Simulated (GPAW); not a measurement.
Runs of GPAW 26.7.0 on TePb. Symmetry: Pm-3m, No. 221, cubic system. Conventional cell: a = 4.002 Å, b = 4.002 Å, c = 4.002 Å, α = 90.00°, β = 90.00°, γ = 90.00°. Pb (site symmetry m-3m) has 8 Te at 3.47 Å as nearest neighbours. Te (site symmetry m-3m) has 8 Pb at 3.47 Å as nearest neighbours. Measurements of this composition are mostly on another form, of space group No. 225.

```csv
task,level,potentials or basis,spin,cell,k mesh,smearing,optimizer,fmax,max steps,convergence,band path,gap on the mesh (eV),pressure (GPa)
relaxation of cell and atoms,PBE,"GPAW PAW data sets (gpaw-data 1.2.1), pw",off,relaxed,7 × 7 × 7,fermi-dirac 0.05 eV,BFGS,0.01 eV/Å,40,density=1e-05 forces=0.0001,-,none,0.0
single point,PBE,"GPAW PAW data sets (gpaw-data 1.2.1), pw",off,as given,7 × 7 × 7,gaussian 0.011 eV,-,-,-,-,-,none,(a)
band structure,LDA,"the program's PAW data sets (release 1.2.1) made for this functional, pw","SOC, no magnetisation",as given,6 × 6 × 6,fermi-dirac 0.05 eV,-,-,-,-,"GXMGRX,MR",-,-4.5
band structure,LDA,"the program's PAW data sets (release 1.2.1) made for this functional, pw",off,as given,7 × 7 × 7,fermi-dirac 0.05 eV,-,-,-,-,"GXMGRX,MR",-,-4.2
```

Alike in all rows: cutoff (eV) 600.

**Question.** Estimate the missing entries.

**Answer.** (a) -0.2.

Caveats: later steps reuse the first step's grids (some runs); spin-orbit coupling was added after a scalar SCF, so levels and gaps hold it while energy, forces, pressure and moments don't (some runs); this program's spin-orbit splittings come out too wide for heavy elements (some runs); spin-orbit coupling is left out, which moves the levels of the heavy elements (some runs).

A k mesh can miss the band edges, and rows without SOC leave out spin-orbit coupling on Pb, Te.

A gap of «none» marks a metal or a gap under the smearing width.
